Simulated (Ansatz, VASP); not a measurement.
## One calculation of HfO2, two programs

The input INCAR:

```
  PREC = Accurate
  ENCUT = 520
  EDIFF = 1E-7
  ISMEAR = 0
  SIGMA = 0.05
  LREAL = False
  LASPH = True
  NELM = 100
  ALGO = Normal
  ISIF = 2
  LWAVE = False
  LCHARG = False
  GGA = PS
  NBANDS = 18
```

File KPOINTS:

```
Automatic mesh
0
Gamma
  8 8 8
```

File POSCAR:

```
HfO2
1.0
    0.0000000000      2.6853750000      2.4935625000
    2.6853750000      0.0000000000      2.4935625000
    2.6853750000      2.6853750000      0.0000000000
Hf O
1 2
Direct
    0.0000000000      0.0000000000      0.0000000000
    0.2500000000      0.2500000000      0.2500000000
    0.7500000000      0.7500000000      0.7500000000
```

Input for Ansatz:

```yaml
crystal:
  lattice:
    - [0.0, 2.685375, 2.4935625]
    - [2.685375, 0.0, 2.4935625]
    - [2.685375, 2.685375, 0.0]
  atoms:
    - { symbol: Hf, position: [0.0, 0.0, 0.0] }
    - { symbol: O, position: [0.25, 0.25, 0.25] }
    - { symbol: O, position: [0.75, 0.75, 0.75] }
basis:
  ecutwfc: 420
kpoints:
  mp_grid: { grid: [8, 8, 8] }
hamiltonian:
  xc: pbesol
scf:
  occupations: { method: gaussian, width: 0.05 }
output:
  forces: true
  stress: true
  eigenvalues: true
```

Change from the starting cell: strain +0.050 along x and y, -0.025 along z, atoms carried along.

Alike in both runs: task single point; functional PBEsol; k mesh 8 × 8 × 8; occupations gaussian, width 0.05 eV; no spin polarisation.

|  | VASP | Ansatz |
| --- | --- | --- |
| version | VASP 6.6.1 | Ansatz 0.2.0 |
| potentials or method | VASP PAW PBE potentials, release 64 (Hf_pv, O) | scalar-relativistic, plane waves, PAW |
| plane-wave cutoff (eV) | 520 | 420 |
| valence electrons in the cell | 22 | 38 |

```csv
,VASP,Ansatz,Ansatz less VASP
gap on the k mesh at the Fermi level (eV),2.64,2.66,+0.026
least direct gap on the mesh (eV),2.79,2.81,+0.015
pressure (GPa),-26.3,-23.5,+2.75
largest component of the traceless stress (GPa),20.08,19.80,-0.275
```

With one functional, cell and mesh, what is left measures potentials, basis and numerics. The two sets of potentials don't hold the same shells in valence.

Caveats: so large a pressure means that the cell lies far from this level's equilibrium, or that cutoff or potentials fall short (VASP); the potentials were made for another functional, which shifts forces and pressure (VASP); spin-orbit coupling is left out, which moves the levels of the heavy elements. A k mesh can miss the band edges.
